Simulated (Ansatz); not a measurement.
Input, command and steps of an Ansatz relaxation.

```yaml
crystal:
  lattice:
    - [2.5211138976, 0.0, 0.0]
    - [-1.2605569488, 2.1833486811, 0.0]
    - [0.0, 0.0, 4.3883545971]
  atoms:
    - { symbol: Fe, position: [0.3333333333, 0.6666666667, 0.25], spin: 2.87 }
    - { symbol: Fe, position: [0.6666666667, 0.3333333333, 0.75], spin: 2.87 }
basis:
  ecutwfc: 420
kpoints:
  mp_grid: { grid: [18, 18, 10] }
hamiltonian:
  xc: pbe
scf:
  occupations: { method: gaussian, width: 0.1 }
output:
  forces: true
  stress: true
  eigenvalues: true
  populations: true
magnetization:
  spin_polarized: true
relax:
  adjacent_minimum: "off"
  f_tol: 0.01
  max_steps: 60
  cell: { stress_tol: 0.1 }
```

```bash
ansatz run input.yaml --threads 1 --pin off --max-ram 1331MiB --backend cpu --events-out ev --progress --plain --runs-dir out
```

These are results of DFT PBE, scalar-relativistic, plane waves, PAW in Ansatz 0.2.0, not measurements.

Of 4 frames 3 are shown, positions in Å and forces in eV/Å; the SCF threshold varies from step to step. Steps run on the plane waves of an earlier cell, with a Pulay correction in the pressure. The basis is chosen afresh for the last frame, the zero of the energies, and at times for earlier ones too; energy and pressure step there, also at an unchanged geometry.

```xyz
2
Lattice="2.5211 0.0000 0.0000 -1.2606 2.1833 0.0000 0.0000 0.0000 4.3884" Properties=species:S:1:pos:R:3:forces:R:3 pbc="T T T" step=1 free_energy_over_end_meV_per_atom=0.12 pressure_GPa=-0.09
Fe    0.0000    1.4556    1.0971    0.0000    0.0000    0.0000
Fe    1.2606    0.7278    3.2913    0.0000    0.0000    0.0000
2
Lattice="2.5224 0.0000 0.0000 -1.2612 2.1845 0.0000 0.0000 0.0000 4.3804" Properties=species:S:1:pos:R:3:forces:R:3 pbc="T T T" step=2 free_energy_over_end_meV_per_atom=0.02 pressure_GPa=0.02
Fe    0.0000    1.4563    1.0951    0.0000    0.0000    0.0000
Fe    1.2612    0.7282    3.2853    0.0000    0.0000    0.0000
2
Lattice="2.5244 0.0000 0.0000 -1.2622 2.1862 0.0000 0.0000 0.0000 4.3743" Properties=species:S:1:pos:R:3:forces:R:3 pbc="T T T" step=4 free_energy_over_end_meV_per_atom=0.00 pressure_GPa=-0.01
Fe    0.0000    1.4575    1.0936    0.0000    0.0000    0.0000
Fe    1.2622    0.7287    3.2807    0.0000    0.0000    0.0000
```